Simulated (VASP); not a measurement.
# N in VASP: settings compared

One molecule, N, is run at these levels: HSE06+D3(BJ), r2SCAN+rVV10; tasks: single point.

Program: VASP 6.6.1. These are calculated values, not measurements. Logs are shortened: lines on timing, memory, paths and dates and some standing lists are left out, and cuts for length are marked.

## 1. The molecule as given

The cell holds a molecule in a box, 1 atom: a = 10.500 Å, b = 11.000 Å, c = 11.500 Å, α = 90.00°, β = 90.00°, γ = 90.00°.

## 2. Single point, HSE06+D3(BJ), collinear spin, ferromagnetic start

File POSCAR:

```
N                                       
1.0
   10.5000000000      0.0000000000      0.0000000000
    0.0000000000     11.0000000000      0.0000000000
    0.0000000000      0.0000000000     11.5000000000
  N             
     1
Selective dynamics
Direct
     0.5000000000000000    0.5045454544999970    0.5000000000000000   F   F   F
```

File INCAR.step1:

```
SYSTEM = N
PREC = Accurate ; ENCUT = 400
EDIFF = 1E-5 ; ISMEAR = 0
SIGMA = 0.01 ; LREAL = .FALSE.
LASPH = .TRUE. ; NELM = 80
ALGO = Normal ; ISIF = 2
LWAVE = .TRUE. ; ISPIN = 2
MAGMOM = 3.1 ; LORBIT = 11
NUPDOWN = 3 ; ISYM = 0
TIME = 0.4 ; GGA = PE
```

File INCAR.step2:

```
SYSTEM = N
PREC = Accurate ; ENCUT = 400
EDIFF = 1E-6 ; ISMEAR = 0
SIGMA = 0.01 ; LREAL = .FALSE.
LASPH = .TRUE. ; NELM = 80
ALGO = Damped ; ISIF = 2
LWAVE = .FALSE. ; LCHARG = .FALSE.
ISPIN = 2 ; MAGMOM = 3.1
LORBIT = 11 ; NUPDOWN = 3
GGA = PE ; LHFCALC = .TRUE.
HFSCREEN = 0.2 ; PRECFOCK = Fast
IVDW = 12 ; VDW_S6 = 1.0
VDW_S8 = 2.31 ; VDW_A1 = 0.383
VDW_A2 = 5.685 ; ISYM = 0
TIME = 0.4 ; ISTART = 1
```

File KPOINTS:

```
regular mesh
0
G
  1 1 1
  0 0 0
```

Potentials or basis: VASP PAW PBE potentials, release 64 (N).

On the command line:

```bash
$ cat potpaw_PBE.64/N/POTCAR > POTCAR
$ cp INCAR.step1 INCAR
$ mpirun -np 4 vasp_gam > vasp.out
$ cp INCAR.step2 INCAR
$ mpirun -np 4 vasp_gam > vasp.out
```

OUTCAR:

```text
SYSTEM = N
   PREC = Accurate
   ENCUT = 400
   EDIFF = 1E-6
   ISMEAR = 0
   LREAL = .FALSE.
   LASPH = .TRUE.
   NELM = 80
   ISIF = 2
   ISPIN = 2
   LORBIT = 11
   NUPDOWN = 3
   GGA = PE
   LHFCALC = .TRUE.
   HFSCREEN = 0.2
   PRECFOCK = Fast
   IVDW = 12
   ISYM = 0
   ISTART = 1
 IVDW          = 12

 ion  position               nearest neighbor table
   1  0.500  0.505  0.500-

IMPORTANT INFORMATION: All symmetrisations will be switched off!
NOSYMM: (Re-)initialisation of all symmetry stuff for point group C_1.

----------------------------------------------------------------------------------------

                                     Primitive cell

  volume of cell :    1328.2500

  direct lattice vectors                    reciprocal lattice vectors
    10.500000000  0.000000000  0.000000000     0.095238095  0.000000000  0.000000000
     0.000000000 11.000000000  0.000000000     0.000000000  0.090909091  0.000000000
     0.000000000  0.000000000 11.500000000     0.000000000  0.000000000  0.086956522

  length of vectors
    10.500000000 11.000000000 11.500000000     0.095238095  0.090909091  0.086956522

  position of ions in fractional coordinates (direct lattice)
     0.500000000  0.504545454  0.500000000

  ion indices of the primitive-cell ions
   primitive index   ion index
                 1           1

----------------------------------------------------------------------------------------

 KPOINTS: regular mesh

Automatic generation of k-mesh.
 Grid dimensions read from file:
 generate k-points for:    1    1    1

 Generating k-lattice:

  Cartesian coordinates                     Fractional coordinates (reciprocal lattice)
     0.095238095  0.000000000  0.000000000     1.000000000  0.000000000  0.000000000
     0.000000000  0.090909091  0.000000000     0.000000000  1.000000000  0.000000000
     0.000000000  0.000000000  0.086956522     0.000000000  0.000000000  1.000000000

  Length of vectors
     0.095238095  0.090909091  0.086956522

  Shift w.r.t. Gamma in fractional coordinates (k-lattice)
     0.000000000  0.000000000  0.000000000

 Subroutine IBZKPT returns following result:
 ===========================================

 Found      1 irreducible k-points:

 Following reciprocal coordinates:
            Coordinates               Weight
  0.000000  0.000000  0.000000      1.000000
   k-points           NKPTS =      1   k-points in BZ     NKDIM =      1   number of bands    NBANDS=      8
   number of dos      NEDOS =    301   number of ions     NIONS =      1
[... 39 lines left out ...]
  Thomas-Fermi vector in A             =   1.076068
   LORBIT       =     11    0 simple, 1 ext, 2 COOP (PROOUT), +10 PAW based schemes
   GGA     = PE    functional components
   LHFCALC =     T    Hartree Fock is set to
   PRECFOCK=fast      Normal, Fast or Accurate (Low or Medium for compatibility)
   ENCUT4O =  -1.0   cutoff for four orbital integrals eV
   NKREDX  =     1    reduce k-point grid by
   NKREDY  =     1    reduce k-point grid by
   NKREDZ  =     1    reduce k-point grid by
   AEXX    =    0.2500 exact exchange contribution
   HFSCREEN=    0.2000 screening length (either q_TF or 0.3 A-1)
   HFSCREENC=   0.2000 screening length for correlation (either q_TF or 0.3 A-1)
   ENCUTFOCK=  -1.0 apply spherical cutoff to Coloumb kernel
   IVDW    =    12    specifies the selected vdW correction
   LEPSILON=     F    determine dielectric tensor
   LRPA    =     F    only Hartree local field effects (RPA)
 spin polarized calculation
 Gauss-broadening in eV      SIGMA  =   0.01
  energy-cutoff  :      400.00
  volume of cell :     1328.25
 maximum number of plane-waves:     12033
 NGX is ok and might be reduce to    70
  NGX = 36; NGY = 40; NGZ = 40
   NGX = 35   NGY = 35   NGZ = 37

 number of electron       4.9999998 magnetization       2.9999995

 Free energy of the ion-electron system (eV)
  ---------------------------------------------------
  ext. energy  EPLUGINS =         0.00000000
  ---------------------------------------------------
  free energy    TOTEN  =        -5.45002719 eV

  energy without entropy =       -5.45002719  energy(sigma->0) =       -5.45002719

 E-fermi : -16.3522     XC(G=0):  -0.2931

 val. band max:       -9.7422984610   @ k =   0.0000   0.0000   0.0000
 cond. band min:      -2.6736136607   @ k =   0.0000   0.0000   0.0000
 fundamental gap:      7.0686848004
 Fermi energy:        -9.6435018377

 spin component 1

 k-point     1 :       0.0000    0.0000    0.0000
  band No.  band energies     occupation
      1     -22.4884      1.00000
      2      -9.7431      1.00000
      3      -9.7428      1.00000
      4      -9.7423      1.00000
      5      -0.3139      0.00000
      6       0.8195      0.00000
      7       0.8707      0.00000
      8       0.9623      0.00000
 Fermi energy:       -16.3522447676

 spin component 2

 k-point     1 :       0.0000    0.0000    0.0000
  band No.  band energies     occupation
      1     -16.3983      1.00000
      2      -2.6736      0.00000
      3      -2.6736      0.00000
      4      -2.6729      0.00000
      5      -0.0079      0.00000
      6       1.1460      0.00000
      7       1.1810      0.00000
      8       1.2565      0.00000

------------------------ aborting loop because EDIFF is reached ----------------------------------------

 Edisp (eV)   -0.00004

 E8    (eV) :    -0.0000

  FORCE on cell =-STRESS in cart. coord.  units (eV):
  Direction    XX          YY          ZZ          XY          YZ          ZX
  --------------------------------------------------------------------------------------
  -------------------------------------------------------------------------------------
  Total      -0.55183    -0.56546    -0.55333    -0.00003     0.00000    -0.00006
  in kB      -0.66563    -0.68208    -0.66744    -0.00004     0.00000    -0.00007
  external pressure =       -0.67 kB  Pullay stress =        0.00 kB

 VOLUME and BASIS-vectors are now :
 -----------------------------------------------------------------------------
  energy-cutoff  :      400.00
  volume of cell :     1328.25
      direct lattice vectors                 reciprocal lattice vectors
    10.500000000  0.000000000  0.000000000     0.095238095  0.000000000  0.000000000
     0.000000000 11.000000000  0.000000000     0.000000000  0.090909091  0.000000000
     0.000000000  0.000000000 11.500000000     0.000000000  0.000000000  0.086956522

 POSITION                                       TOTAL-FORCE (eV/Angst)
 -----------------------------------------------------------------------------------
      5.25000      5.55000      5.75000        -0.000000     -0.015833     -0.000000
 -----------------------------------------------------------------------------------
    total drift:                               -0.000000     -0.015833     -0.000000

  FREE ENERGIE OF THE ION-ELECTRON SYSTEM (eV)
  ---------------------------------------------------
  free  energy   TOTEN  =        -5.4500671000 eV

  energy  without entropy=       -5.4500671000  energy(sigma->0) =       -5.45006710

 total charge

# of ion       s       p       d       tot
------------------------------------------
    1        1.385   1.866   0.000   3.251

 magnetization (x)

# of ion       s       p       d       tot
------------------------------------------
    1        0.039   1.866   0.000   1.905
```

OUTCAR.step1:

```text
SYSTEM = N
   PREC = Accurate
   ENCUT = 400
   EDIFF = 1E-5
   ISMEAR = 0
   LREAL = .FALSE.
   LASPH = .TRUE.
   NELM = 80
   ISIF = 2
   ISPIN = 2
[... 186 lines left out ...]
    total drift:                               -0.000001      0.000269     -0.000000

  FREE ENERGIE OF THE ION-ELECTRON SYSTEM (eV)
  ---------------------------------------------------
  free  energy   TOTEN  =        -3.1112918424 eV

  energy  without entropy=       -3.1112918424  energy(sigma->0) =       -3.11129184

 total charge

# of ion       s       p       d       tot
------------------------------------------
    1        1.379   1.859   0.000   3.238

 magnetization (x)

# of ion       s       p       d       tot
------------------------------------------
    1        0.037   1.859   0.000   1.896
```

OSZICAR.step1:

```text
N       E                     dE             d eps       ncg     rms          rms(c)
DAV:   1     0.323624377145E+02    0.32362E+02   -0.66882E+02    40   0.197E+02
DAV:   2     0.124194560937E+02   -0.19943E+02   -0.19943E+02    48   0.339E+01
[... 12 lines left out ...]
DAV:  15    -0.311108122883E+01   -0.19288E-03   -0.52809E-06    40   0.137E-02    0.154E-03
DAV:  16    -0.311116459917E+01   -0.83370E-04   -0.44470E-06    32   0.997E-03    0.609E-04
DAV:  17    -0.311124560043E+01   -0.81001E-04   -0.15397E-06    32   0.578E-03    0.421E-04
DAV:  18    -0.311127262401E+01   -0.27024E-04   -0.23099E-07    32   0.292E-03    0.253E-04
DAV:  19    -0.311128772461E+01   -0.15101E-04   -0.46251E-07    40   0.265E-03    0.168E-04
DAV:  20    -0.311129184236E+01   -0.41177E-05   -0.13050E-07    32   0.157E-03
   1 F= -.31112918E+01 E0= -.31112918E+01  d E =-.641064E-12  mag=     3.0000
```

Run time: 47 s. Hardware: 4 MPI ranks of Intel Xeon 6975P-C (Granite Rapids), shared host; peak memory 0.46 GiB.

What came out:

| Quantity | Value |
| --- | --- |
| Free energy | -5.4501 eV |
| Net moment | 3.00 μB per cell |
| Site moments | N +1.91 μB |
| Valence electrons inside the program's atomic spheres | N 3.25 |
| Dispersion energy per atom | 0.000 eV |

Caveat: the cutoff is under 1.25 times the usual one of these potentials, so pressure, stress and relaxed cells hold a basis-set (Pulay) error; the PAW data sets were made with another functional, which shifts forces and pressure a little; the total moment is fixed, so each spin has its own Fermi level.

## 3. Single point, r2SCAN+rVV10, collinear spin, ferromagnetic start

File INCAR:

```
SYSTEM = N
PREC = Accurate ; ENCUT = 400
EDIFF = 1E-6 ; ISMEAR = 0
SIGMA = 0.01 ; LREAL = .FALSE.
LASPH = .TRUE. ; NELM = 80
ALGO = Normal ; ISIF = 2
LWAVE = .FALSE. ; LCHARG = .FALSE.
ISPIN = 2 ; MAGMOM = 3.1
LORBIT = 11 ; NUPDOWN = 3
METAGGA = R2SCAN ; LMIXTAU = .TRUE.
LUSE_VDW = .TRUE. ; IVDW_NL = 2
BPARAM = 11.95 ; CPARAM = 0.0093
ISYM = 0
```

KPOINTS is that of step 2.

POSCAR is that of step 2.

Potentials or basis: VASP PAW PBE potentials, release 64 (N).

On the command line:

```bash
$ cat potpaw_PBE.64/N/POTCAR > POTCAR
$ mpirun -np 4 vasp_gam > vasp.out
```

It took 6.8 min on 4 MPI ranks of Intel Xeon 6975P-C (Granite Rapids), shared host; peak memory 0.77 GiB.

Results (log left out):

| Quantity | Value |
| --- | --- |
| Free energy | -4.1760 eV |
| Net moment | 3.00 μB per cell |
| Site moments | N +1.93 μB |
| Valence electrons inside the program's atomic spheres | N 3.26 |

Caveat: the cutoff is under 1.25 times the usual one of these potentials, so pressure, stress and relaxed cells hold a basis-set (Pulay) error; the PAW data sets were made with another functional, which shifts forces and pressure a little; the total moment is fixed, so each spin has its own Fermi level.
